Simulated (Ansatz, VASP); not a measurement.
One calculation of Au, two programs

```xyz
3
Lattice="2.9402 0.0000 0.0000 0.0000 2.9402 0.0000 0.0000 0.0000 21.1129" Properties=species:S:1:pos:R:3 pbc="T T T"
Au    1.4701    1.4701    4.0000
Au    0.0000    0.0000    6.0565
Au    1.4701    1.4701    8.1129
```

Alike in both runs: task single point; functional PBE; k mesh 9 × 9 × 1; occupations gaussian, width 0.1 eV; no spin polarisation.

```csv
,VASP,Ansatz
version,VASP 6.6.1,Ansatz 0.2.0
potentials or method,"VASP PAW PBE potentials, release 64 (Au)","scalar-relativistic, plane waves, PAW"
plane-wave cutoff (eV),520,420
valence electrons in the cell,33,57
```

|  | VASP | Ansatz | Ansatz less VASP |
| --- | --- | --- | --- |
| gap on the k mesh at the Fermi level (eV) | none | none | - |
| rms of the force components (eV/Å) | 0.037 | 0.034 | -0.0032 |
| work function, face that differs most (eV) | 5.20 | 5.21 | +0.012 |

Atom by atom the forces differ by 0.003 eV/Å (rms over components). A gap of «none» marks a metal or a gap that the smearing closes. The two sets of potentials don't hold the same shells in valence.

Spin-orbit coupling is left out, which matters for the levels of Au.
